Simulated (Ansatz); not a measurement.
Comparing deformations in AlN

The calculation used DFT PBE, scalar-relativistic, plane waves, PAW (Ansatz). Cutoff 420 eV, Γ-centred 12×12×6 k-points, Gaussian smearing of 0.05 eV. No spin polarisation. Energies are free energies at this smearing, counted from the undisturbed cell; pressure is positive in compression.

The starting cell (relaxed at this level):

```xyz
4
Lattice="3.1302 0.0000 0.0000 -1.5651 2.7109 0.0000 0.0000 0.0000 5.0180" Properties=species:S:1:pos:R:3 pbc="T T T"
Al    0.0000    1.8072    0.0087
Al    1.5651    0.9036    2.5177
N     0.0000    1.8072    1.9232
N     1.5651    0.9036    4.4322
```

The cell is strained by ε times a Voigt pattern (xx, yy, zz, yz, xz, xy; engineering shear) with fractional coordinates fixed. τ = (1/V0) dE/dε comes from the stress tensor. Of each scan, only the three points used here are listed.

```csv
pattern,ε,τ (GPa)
"(0, 0, 0, 0, 1, 0)",-0.0150,-1.86
"(0, 0, 0, 0, 1, 0)",0.0000,0.00
"(0, 0, 0, 0, 1, 0)",0.0075,0.93
"(1, -1, 0, 0, 0, 0)",-0.0150,-10.21
"(1, -1, 0, 0, 0, 0)",0.0000,0.00
"(1, -1, 0, 0, 0, 0)",0.0150,10.14
```

Problem. Which constants do the scans give, and which deformation costs least for the same size of strain tensor?

Solution. The slope dτ/dε at zero (parabola through three points) is pᵀCp: (0, 0, 0, 0, 1, 0) gives C55 = 124 GPa; (1, -1, 0, 0, 0, 0) gives C11 + C22 − 2 C12 = 679 GPa. The size of the strain tensor, ε:ε, is ε² times 0.5, 2.0. Per unit of it the stiffnesses are 248, 339 GPa, so (0, 0, 0, 0, 1, 0) is the softest of these: at ε:ε = (1 %)² the quadratic term costs 0.82 meV/atom against 1.13 for the stiffest. These are clamped-ion values.

Forces appear on the atoms along this scan, and letting them relax would lower the energy and soften the response.

Cost: 18 runs of about 3.3 core-minutes in all, on Arm Neoverse V1 (shared hosts).